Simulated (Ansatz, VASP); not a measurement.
# Two plane-wave programs on LiGaO4

```
Li Ga O
1.0
     3.16257    0.00000    0.00000
     0.00000    3.16257    0.00000
     0.00000    0.00000    5.69420
Li Ga O
1 1 4
Cartesian
  0.0000 0.0000 0.0000
  1.5813 1.5813 2.8471
  1.5813 0.0000 1.5052
  0.0000 1.5813 4.1890
  1.5813 0.0000 4.1890
  0.0000 1.5813 1.5052
```

The cell was built by a generator and needn't be a form met in nature.

Alike in both runs: task single point; functional PBE; k mesh 12 × 12 × 8; occupations gaussian, width 0.1 eV; no spin polarisation.

```csv
,VASP,Ansatz
version,VASP 6.6.1,Ansatz 0.2.0
potentials or method,"VASP PAW PBE potentials, release 64 (Li_sv, Ga_d, O)","scalar-relativistic, plane waves, PAW"
plane-wave cutoff (eV),520,420
valence electrons in the cell,40,40
```

Ansatz gave:

```
gap on the k mesh at the Fermi level (eV) : none
rms of the force components (eV/Å)        : 0.000
```

Question: What did VASP give for the same quantities?

Answer: gap on the k mesh at the Fermi level (eV): none; rms of the force components (eV/Å): 0.026.

Atom by atom the forces differ by 0.026 eV/Å (rms over components). A gap of «none» marks a metal or a gap that the smearing closes. The functional is the same, so the differences come from potentials, cutoffs and numerics.
